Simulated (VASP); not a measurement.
# Pd (Fm-3m) in VASP: notebook, part 2 of 2

VASP 6.6.1. Earlier steps stand in the parts before.

## Step 3: Relaxation of cell and atoms, PBE

INCAR

```
ALGO = Normal
EDIFF = 1E-7
EDIFFG = -0.02
ENCUT = 630
GGA = PE
IBRION = 2
ISIF = 3
ISMEAR = -1
LASPH = True
LCHARG = False
LREAL = False
LWAVE = False
NELM = 100
NSW = 60
PREC = Accurate
SIGMA = 0.05
```

KPOINTS

```
k-points
0
Gamma
  12 12 12
```

POSCAR

```
Pd
1.0
    0.0000000000      1.9465000000      1.9465000000
    1.9465000000      0.0000000000      1.9465000000
    1.9465000000      1.9465000000      0.0000000000
Pd
1
Direct
    0.0000000000      0.0000000000      0.0000000000
```

Potentials or basis: VASP PAW PBE potentials, release 64 (Pd_GW).

Run with:

```console
$ cat potpaw_PBE.64/Pd_GW/POTCAR > POTCAR
$ mpirun -np 1 vasp_std > vasp.out
```

OUTCAR:

```text
EDIFF = 1E-7
   EDIFFG = -0.02
   ENCUT = 630
   GGA = PE
   IBRION = 2
   ISIF = 3
   ISMEAR = -1
   LASPH = True
   LREAL = False
   NELM = 100
   NSW = 60
   PREC = Accurate

 ion  position               nearest neighbor table
   1  0.000  0.000  0.000-

  LATTYP: Found a face centered cubic cell.
 ALAT       =     3.8930000000

  Lattice vectors:

 A1 = (   0.0000000000,   1.9465000000,   1.9465000000)
 A2 = (   1.9465000000,   0.0000000000,   1.9465000000)
 A3 = (   1.9465000000,   1.9465000000,   0.0000000000)

Analysis of symmetry for initial positions (statically):
=====================================================================
 Subroutine PRICEL returns:
 Original cell was already a primitive cell.

 Routine SETGRP: Setting up the symmetry group for a
 face centered cubic supercell.

 Subroutine GETGRP returns: Found 48 space group operations
 (whereof 48 operations were pure point group operations)
 out of a pool of 48 trial point group operations.

The static configuration has the point symmetry O_h .

Analysis of symmetry for dynamics (positions and initial velocities):
=====================================================================
 Subroutine PRICEL returns:
 Original cell was already a primitive cell.

 Routine SETGRP: Setting up the symmetry group for a
 face centered cubic supercell.

 Subroutine GETGRP returns: Found 48 space group operations
 (whereof 48 operations were pure point group operations)
 out of a pool of 48 trial point group operations.

The dynamic configuration has the point symmetry O_h .

 Subroutine INISYM returns: Found 48 space group operations
 (whereof 48 operations are pure point group operations),
 and found     1 'primitive' translations

----------------------------------------------------------------------------------------

                                     Primitive cell

  volume of cell :      14.7500

  direct lattice vectors                    reciprocal lattice vectors
     0.000000000  1.946500000  1.946500000    -0.256871307  0.256871307  0.256871307
     1.946500000  0.000000000  1.946500000     0.256871307 -0.256871307  0.256871307
     1.946500000  1.946500000  0.000000000     0.256871307  0.256871307 -0.256871307

  length of vectors
     2.752766699  2.752766699  2.752766699     0.444914156  0.444914156  0.444914156

  position of ions in fractional coordinates (direct lattice)
     0.000000000  0.000000000  0.000000000

  ion indices of the primitive-cell ions
   primitive index   ion index
                 1           1

----------------------------------------------------------------------------------------

 KPOINTS: k-points

Automatic generation of k-mesh.
 Grid dimensions read from file:
 generate k-points for:   12   12   12

 Generating k-lattice:

  Cartesian coordinates                     Fractional coordinates (reciprocal lattice)
    -0.021405942  0.021405942  0.021405942     0.083333333  0.000000000  0.000000000
     0.021405942 -0.021405942  0.021405942     0.000000000  0.083333333  0.000000000
     0.021405942  0.021405942 -0.021405942     0.000000000  0.000000000  0.083333333

[... 42 lines left out ...]
   dimension x,y,z NGXF=    48 NGYF=   48 NGZF=   48
   ions per type =               1
   NGX,Y,Z   is equivalent  to a cutoff of  14.49, 14.49, 14.49 a.u.
   NGXF,Y,Z  is equivalent  to a cutoff of  28.99, 28.99, 28.99 a.u.
 SYSTEM =  unknown system
   PREC   = accura    normal or accurate (medium, high low for compatibility)
   ISTART =      0    job   : 0-new  1-cont  2-samecut
   ICHARG =      2    charge: 1-file 2-atom 10-const
   ISPIN  =      1    spin polarized calculation?
   LNONCOLLINEAR =      F non collinear calculations
   LSORBIT =      F    spin-orbit coupling
   LASPH  =      T    aspherical Exc in radial PAW
   ENCUT  =  630.0 eV  46.30 Ry    6.80 a.u.   5.63  5.63  5.63*2*pi/ulx,y,z
   NELM   =    100;   NELMIN=  2; NELMDL= -5     # of ELM steps
   EDIFF  = 0.1E-06   stopping-criterion for ELM
   LREAL  =      F    real-space projection
   EDIFFG = -.2E-01   stopping-criterion for IOM
   NSW    =     60    number of steps for IOM
   IBRION =      2    ionic relax: 0-MD 1-quasi-New 2-CG
   NFREE  =      1    steps in history (QN), initial steepest desc. (CG)
   ISIF   =      3    stress and relaxation
   ISYM   =      2    0-nonsym 1-usesym 2-fastsym
   POTIM  = 0.5000    time-step for ionic-motion
   TEBEG  =    0.0;   TEEND  =   0.0 temperature during run
   PSTRESS=    0.0 pullay stress
   NELECT =      10.0000    total number of electrons
   NUPDOWN=      -1.0000    fix difference up-down
   EMIN   =  10.00;   EMAX   =-10.00  energy-range for DOS
   EFERMI =   0.00;   METHOD = LEGACY
   ISMEAR =    -1;   SIGMA  =   0.05  broadening in eV -4-tet -1-fermi 0-gaus
   EFERMI_NEDOS =   21; number of points for ismear=-14 and -15
   IALGO  =     38    algorithm
   IMIX   =      4    mixing-type and parameters
     AMIX     =   0.40;   BMIX     =  1.00
     AMIX_MAG =   1.60;   BMIX_MAG =  1.00
  volume/ion in A,a.u.               =      14.75        99.54
  Fermi-wavevector in a.u.,A,eV,Ry     =   1.438171  2.717748 28.141404  2.068335
  Thomas-Fermi vector in A             =   2.557167
   LORBIT       =      0    0 simple, 1 ext, 2 COOP (PROOUT), +10 PAW based schemes
   GGA     = PE    functional components
   LHFCALC =     F    Hartree Fock is set to
   AEXX    =    0.0000 exact exchange contribution
   IVDW    =     0    specifies the selected vdW correction
   LEPSILON=     F    determine dielectric tensor
   LRPA    =     F    only Hartree local field effects (RPA)
 conjugate gradient relaxation of ions
 non-spin polarized calculation
  energy-cutoff  :      630.00
  volume of cell :       14.75
 maximum number of plane-waves:       544
   NGX = 11   NGY = 11   NGZ = 11

--------------------------------------- Ionic step        1  -------------------------------------------

 number of electron      10.0000000 magnetization

 number of electron       9.9999999 magnetization

 Free energy of the ion-electron system (eV)
  ---------------------------------------------------
  ext. energy  EPLUGINS =         0.00000000
  ---------------------------------------------------
  free energy    TOTEN  =        -5.24583169 eV

  energy without entropy =       -5.22624335  energy(sigma->0) =       -5.23603752

------------------------ aborting loop because EDIFF is reached ----------------------------------------

  FORCE on cell =-STRESS in cart. coord.  units (eV):
  Direction    XX          YY          ZZ          XY          YZ          ZX
  --------------------------------------------------------------------------------------
  -------------------------------------------------------------------------------------
  Total        0.5303317      0.5303317      0.5303317      0.0000000      0.0000000      0.0000000
  in kB       57.6056378     57.6056378     57.6056378      0.0000000      0.0000000      0.0000000
  external PRESSURE =      57.6056378 kB  Pullay stress =       0.0000000 kB
[... 59 lines left out ...]
 number of electron      10.0000000 magnetization

 number of electron       9.9999999 magnetization

 Free energy of the ion-electron system (eV)
  ---------------------------------------------------
  ext. energy  EPLUGINS =         0.00000000
  ---------------------------------------------------
  free energy    TOTEN  =        -5.25394117 eV

  energy without entropy =       -5.23367639  energy(sigma->0) =       -5.24380878

 E-fermi :   7.1052     XC(G=0): -12.9923

 val. band max:        7.1045814330   @ k =  -0.3333   0.4167   0.0833
 cond. band min:       7.1052696885   @ k =   0.5000   0.4167   0.0833
 fundamental gap:      0.0006882555
 Fermi energy:         7.1052291686

 k-point     1 :       0.0000    0.0000    0.0000
  band No.  band energies     occupation
      1       0.2425      2.00000
      2       4.4290      2.00000
      3       4.4290      2.00000
      4       4.4290      2.00000
      5       5.9580      2.00000
      6       5.9580      2.00000
      7      24.1043      0.00000
      8      28.6621      0.00000
      9      28.6621      0.00000
[... 265 lines left out ...]
 k-point    24 :      -0.4167    0.1667    0.0000
  band No.  band energies     occupation
      1       2.6640      2.00000
      2       3.9826      2.00000
      3       4.8968      2.00000
      4       5.3068      2.00000
      5       6.8835      1.97658
      6      10.6948      0.00000
      7      14.4900      0.00000
      8      22.6569      0.00000
      9      25.6460      0.00000

 [... further k-points ...]

------------------------ aborting loop because EDIFF is reached ----------------------------------------

  FORCE on cell =-STRESS in cart. coord.  units (eV):
  Direction    XX          YY          ZZ          XY          YZ          ZX
  --------------------------------------------------------------------------------------
  -------------------------------------------------------------------------------------
  Total       -0.0034882     -0.0034882     -0.0034882      0.0000000      0.0000000     -0.0000000
  in kB       -0.3671507     -0.3671507     -0.3671507      0.0000000      0.0000000     -0.0000000
  external PRESSURE =      -0.3671507 kB  Pullay stress =       0.0000000 kB
[... 16 lines left out ...]
  FREE ENERGIE OF THE ION-ELECTRON SYSTEM (eV)
  ---------------------------------------------------
  free  energy   TOTEN  =        -5.2539411744 eV

  energy  without entropy=       -5.2336763892  energy(sigma->0) =       -5.24380878

 reached required accuracy - stopping structural energy minimisation
```

OSZICAR:

```text
N       E                     dE             d eps       ncg     rms          rms(c)
DAV:   1     0.449295816436E+02    0.44930E+02   -0.60886E+03  2200   0.129E+03
DAV:   2    -0.454785949207E+01   -0.49477E+02   -0.47466E+02  1793   0.348E+02
DAV:   3    -0.553575761034E+01   -0.98790E+00   -0.96553E+00  2238   0.693E+01
[... 23 lines left out ...]
DAV:   3    -0.525377833427E+01    0.73208E-03   -0.10303E-02  2227   0.132E+00    0.444E-01
DAV:   4    -0.525394462384E+01   -0.16629E-03   -0.33350E-03  2213   0.812E-01    0.674E-02
DAV:   5    -0.525393038212E+01    0.14242E-04   -0.30040E-04  1919   0.200E-01    0.203E-02
DAV:   6    -0.525394199568E+01   -0.11614E-04   -0.16518E-05  2259   0.633E-02    0.533E-03
DAV:   7    -0.525394121470E+01    0.78098E-06   -0.14198E-06  1915   0.130E-02    0.520E-04
DAV:   8    -0.525394117435E+01    0.40344E-07   -0.29362E-08   790   0.206E-03
   3 F= -.52539412E+01 E0= -.52438088E+01  d E =-.810948E-02
```

CONTCAR:

```text
Pd
   1.00000000000000
     0.0000000000000000    1.9670403814722404    1.9670403814722404
     1.9670403814722404    0.0000000000000000    1.9670403814722404
     1.9670403814722404    1.9670403814722404    0.0000000000000000
  Pd
     1
Direct
     0.0000000000000000    0.0000000000000000    0.0000000000000000

  0.00000000E+00  0.00000000E+00  0.00000000E+00
```

Run time: 34 s. Hardware: 1 thread of Intel Xeon Platinum 8375C at 2.90GHz (Ice Lake), shared host; peak memory 0.17 GiB.

Results:

```
Free energy                            : -5.2539 eV
Relaxed volume                         : 15.22 Å³/atom
Relaxed cell                           : a = 2.782 Å, b = 2.782 Å, c = 2.782 Å, α = 60.00°, β = 60.00°, γ = 60.00°
Space group after relaxing (to 0.05 Å) : Fm-3m (No. 225)
Energy gained by relaxing              : 8.1 meV/atom
Ionic steps                            : 3
Pressure after relaxing                : 0.0 GPa
Band gap on the k mesh                 : none (metal or under the smearing width)
```

The path:
| step | energy change (eV) | largest force (eV/Å) | pressure (GPa) | volume (Å³) |
| --- | --- | --- | --- | --- |
| 1 | 0.0000 | 0.0000 | 5.76 | 14.75 |
| 2 | 0.0072 | 0.0000 | -6.71 | 15.91 |
| 3 | -0.0081 | 0.0000 | -0.04 | 15.22 |

Final structure:
```
Pd
1.0
     0.00000    1.96704    1.96704
     1.96704    0.00000    1.96704
     1.96704    1.96704    0.00000
Pd
1
Cartesian
  0.0000 0.0000 0.0000
```

Levels at points of the mesh, in eV from the Fermi level:
| k point | band 1 | band 2 | band 3 | band 4 | band 5 | band 6 | band 7 | band 8 | band 9 |
| --- | --- | --- | --- | --- | --- | --- | --- | --- | --- |
| (0.00, 0.00, 0.00) | -6.86 | -2.68 | -2.68 | -2.68 | -1.15 | -1.15 | 17.00 | 21.56 | 21.56 |
| (0.50, 0.00, 0.00) | -5.03 | -2.72 | -2.72 | -0.01 | -0.01 | 1.12 | 7.10 | 16.39 | 20.61 |
| (0.50, 0.50, 0.00) | -5.10 | -4.83 | -0.03 | 0.29 | 0.29 | 3.38 | 10.47 | 13.00 | 13.00 |

## Step 4: Relaxation of the atoms, r2SCAN+D4 (cell strained at random at fixed volume)

run.py

```python
from ase.calculators.vasp import Vasp
from ase.io import read
from ase.optimize import FIRE

atoms = read('Pd.xyz')
calc = Vasp(
    directory='calc',
    xc='r2scan',
    pp='PBE',
    setups='recommended',
    pp_version='54',
    prec='Accurate',
    encut=520,
    ediff=1e-06,
    ismear=-1,
    sigma=0.05,
    lreal=False,
    lasph=True,
    nelm=80,
    algo='Normal',
    isif=2,
    lwave=True,
    lcharg=False,
    lmixtau=True,
    ivdw=13,
    vdw_s6=1.0,
    vdw_s8=0.6018749,
    vdw_a1=0.51559235,
    vdw_a2=5.77342911,
    kpts=[12, 12, 12],
    gamma=True,
)
atoms.calc = calc
opt = FIRE(atoms, trajectory='relax.traj')
converged = opt.run(fmax=0.005, steps=40)
print('converged:', converged)

print('energy (eV):', atoms.get_potential_energy())
print('free energy (eV):', atoms.get_potential_energy(force_consistent=True))
print('forces (eV/A):')
print(atoms.get_forces())
print('stress (eV/A^3, Voigt):', atoms.get_stress())
print('Fermi level (eV):', calc.get_fermi_level())
print('cell (A, degrees):', atoms.cell.cellpar())
print('volume (A^3):', atoms.get_volume())
print('scaled positions:')
print(atoms.get_scaled_positions())
```

Pd.xyz

```xyz
1
Lattice="-0.0111260000 1.9552170000 1.9418620000 1.9710740000 0.0063410000 1.9243950000 1.9644410000 1.9311180000 0.0129730000" Properties=species:S:1:pos:R:3 pbc="T T T"
Pd    -0.0395763409      0.0407691660      0.0135599757
```

Potentials or basis: VASP PAW PBE potentials, release 54 (Pd).

Run with:

```console
$ python run.py
```

Run time: 4.1 min. Hardware: 1 thread of Intel Xeon Platinum 8488C (Sapphire Rapids), shared host; peak memory 0.24 GiB.

It converged, with:

```
Free energy                : -23.1236 eV
Pressure after relaxing    : 1.3 GPa
Band gap on the k mesh     : none (metal or under the smearing width)
Dispersion energy per atom : -0.169 eV
```

Stress tensor (GPa, compression positive):
```
 0.61  0.60  0.17
 0.60  1.55 -1.33
 0.17 -1.33  1.76
```

Final structure:
```
Pd
1.0
    -0.01113    1.95522    1.94186
     1.97107    0.00634    1.92440
     1.96444    1.93112    0.01297
Pd
1
Cartesian
  -0.0396 0.0408 0.0136
```

Levels at points of the mesh, in eV from the Fermi level:
```
           k point  band 1  band 2  band 3  band 4  band 5  band 6  band 7  band 8  band 9
(0.00, 0.00, 0.00)   -7.16   -3.05   -2.90   -2.75   -1.39   -1.18   18.06   22.58   23.00
(0.50, 0.00, 0.00)   -5.41   -3.10   -2.82   -0.07    0.00    1.20    7.53   17.55   22.11
(0.00, 0.50, 0.00)   -5.40   -2.99   -2.96   -0.10    0.08    1.36    7.81   17.41   22.01
(0.50, 0.50, 0.00)   -5.52   -5.24   -0.08    0.27    0.40    3.90   11.63   13.58   13.95
(0.00, 0.00, 0.50)   -5.40   -3.06   -2.90   -0.07    0.07    1.42    7.91   17.34   21.80
(0.50, 0.00, 0.50)   -5.52   -5.24   -0.09    0.25    0.42    3.75   11.44   13.82   13.98
(0.00, 0.50, 0.50)   -5.52   -5.25   -0.08    0.30    0.34    3.41   10.96   13.91   14.55
(0.50, 0.50, 0.50)   -5.41   -3.16   -2.77   -0.02   -0.02    1.30    7.70   17.44   21.84
```

Caveat: the relaxation stopped at its first step, so nothing moved; the PAW data sets were made with another functional, which shifts forces and pressure a little; pairwise dispersion overbinds metals, which lowers pressure and volume.

## Step 5: Relaxation of cell and atoms, PBE+D3(BJ)

INCAR

```
ALGO     = Normal         # electronic algorithm
EDIFF    = 1E-6           # SCF threshold, eV
EDIFFG   = -0.02          # ionic threshold
ENCUT    = 600            # plane-wave cutoff, eV
GGA      = PE             # functional
IBRION   = 2              # ionic algorithm
ISIF     = 3              # what is computed and relaxed
ISMEAR   = -1             # smearing method
IVDW     = 12             # dispersion correction
LASPH    = T              # aspherical terms in the spheres
LCHARG   = F              # write CHGCAR
LREAL    = F              # projectors in reciprocal space
LWAVE    = F              # write WAVECAR
NELM     = 60             # most SCF steps
NSW      = 40             # ionic steps
PREC     = Accurate       # precision mode
SIGMA    = 0.05           # smearing width, eV
```

KPOINTS

```
k-points
0
Gamma
  10 10 10
```

POSCAR is that of step 3.

Potentials or basis: VASP PAW PBE potentials, release 64 (Pd).

Run with:

```console
$ cat potpaw_PBE.64/Pd/POTCAR > POTCAR
$ mpirun -np 1 vasp_std > vasp.out
```

It took 9.6 s on 1 thread of Intel Xeon Platinum 8488C (Sapphire Rapids), shared host; peak memory 0.16 GiB.

Results (log left out):

- Free energy: -5.8957 eV
- Relaxed volume: 14.68 Å³/atom
- Relaxed cell: a = 2.748 Å, b = 2.748 Å, c = 2.748 Å, α = 60.00°, β = 60.00°, γ = 60.00°
- Space group after relaxing (to 0.05 Å): Fm-3m (No. 225)
- Energy gained by relaxing: 0.2 meV/atom
- Ionic steps: 3
- Pressure after relaxing: 0.0 GPa
- Band gap on the k mesh: none (metal or under the smearing width)
- Dispersion energy per atom: -0.672 eV

The path:
| step | energy change (eV) | largest force (eV/Å) | pressure (GPa) | volume (Å³) |
| --- | --- | --- | --- | --- |
| 1 | 0.0000 | 0.0000 | -0.97 | 14.75 |
| 2 | 0.0003 | 0.0000 | 1.50 | 14.56 |
| 3 | -0.0002 | 0.0000 | 0.01 | 14.68 |

Final structure:
```cif
data_structure
_symmetry_space_group_name_H-M 'P 1'
_symmetry_Int_Tables_number 1
_cell_length_a 2.7482
_cell_length_b 2.7482
_cell_length_c 2.7482
_cell_angle_alpha 60.000
_cell_angle_beta 60.000
_cell_angle_gamma 60.000
_cell_volume 14.68
loop_
_atom_site_label
_atom_site_type_symbol
_atom_site_fract_x
_atom_site_fract_y
_atom_site_fract_z
_atom_site_occupancy
Pd1 Pd 0.00000 0.00000 0.00000 1
```

Levels at points of the mesh, in eV from the Fermi level:
```tsv
k point	band 1	band 2	band 3	band 4	band 5	band 6	band 7	band 8	band 9
(0.00, 0.00, 0.00)	-7.20	-2.87	-2.87	-2.87	-1.25	-1.25	17.18	21.98	21.98
(0.50, 0.00, 0.00)	-5.35	-2.92	-2.92	-0.04	-0.04	0.99	7.35	16.54	21.14
(0.50, 0.50, 0.00)	-5.45	-5.16	-0.07	0.28	0.28	3.33	10.81	13.22	13.22
```

Caveat: pairwise dispersion overbinds metals, which lowers pressure and volume.

## Step 6: The runs side by side

```tsv
task	level	potentials or basis	cell	k mesh	cutoff (eV)	optimiser	ladder	gap on the mesh (eV)	pressure (GPa)	relaxed volume (Å³/atom)
relaxation of cell and atoms	PBE	VASP PAW PBE potentials, release 64 (Pd_sv_GW)	relaxed	12 × 12 × 12	680	-	-	none	-0.1	15.31
relaxation of cell and atoms	PBE	VASP PAW PBE potentials, release 64 (Pd_GW)	relaxed	12 × 12 × 12	630	-	-	none	0.0	15.22
relaxation of the atoms	r2SCAN+D4	VASP PAW PBE potentials, release 54 (Pd)	atoms relaxed from: cell strained at random at fixed volume	12 × 12 × 12	520	FIRE	-	none	1.3	-
relaxation of cell and atoms	PBE+D3(BJ)	VASP PAW PBE potentials, release 64 (Pd)	relaxed	10 × 10 × 10	600	-	gaps	none	0.0	14.68
```

Alike in all rows: no spin polarisation; smearing fermi-dirac 0.05 eV.

Caveats: pairwise dispersion overbinds metals, which lowers pressure and volume (some runs); the relaxation stopped at its first step, so nothing moved (some runs); the PAW data sets were made with another functional, which shifts forces and pressure a little (some runs).

Total energies depend on the potentials used, so only differences within one code and one set of settings carry meaning.
